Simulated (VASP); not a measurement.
Write the native input for VASP 6.6.1 that does the following.

```yaml
Task: single point
Functional: PBE
Potentials_or_basis: VASP PAW PBE potentials, release 64 (I_GW)
Cutoff: 450 eV
k_mesh: 5 × 5 × 5
Occupations: gaussian, width 0.02 eV
Spin: no spin polarisation
Further_INCAR_settings: ALGO = Normal; EDIFF = 1e-06; NBANDS = 10
```

The structure of I lies in POSCAR:

```
I
1.0
   -2.0893754423      2.0893754423      2.0893754423
    2.0893754423     -2.0893754423      2.0893754423
    2.0893754423      2.0893754423     -2.0893754423
I
1
Direct
    0.0000000000      0.0000000000      0.0000000000
```

The real solid is made of molecules; this cell is a model form.

These files were run (other wordings do the same):

INCAR

```
ALGO     = Normal         # electronic algorithm
EDIFF    = 1E-6           # SCF threshold, eV
ENCUT    = 450            # plane-wave cutoff, eV
GGA      = PE             # functional
ISIF     = 2              # what is computed and relaxed
ISMEAR   = 0              # smearing method
LASPH    = T              # aspherical terms in the spheres
LCHARG   = F              # write CHGCAR
LREAL    = F              # projectors in reciprocal space
LWAVE    = F              # write WAVECAR
NBANDS   = 10             # bands
NELM     = 100            # most SCF steps
PREC     = Accurate       # precision mode
SIGMA    = 0.02           # smearing width, eV
```

KPOINTS

```
k-points
0
Gamma
  5 5 5
```

Potentials or basis: VASP PAW PBE potentials, release 64 (I_GW).

Run with:

```bash
$ cat potpaw_PBE.64/I_GW/POTCAR > POTCAR
$ mpirun -np 1 vasp_std > vasp.out
```

Results of the run:

```
Pressure               : -1.0 GPa
Band gap on the k mesh : none (metal or under the smearing width)
```

Caveat: the k mesh is coarse (spacing up to 0.43 Å⁻¹), so the values aren't converged; an odd number of electrons without spin polarisation forces a metal; a magnetic or distorted state may lie lower.

Run time: 4 s on 1 thread of Intel(R) Xeon(R) Platinum 8259CL CPU @ 2.50GHz (Skylake/Cascade Lake), on a shared host, peak memory 0.15 GiB.
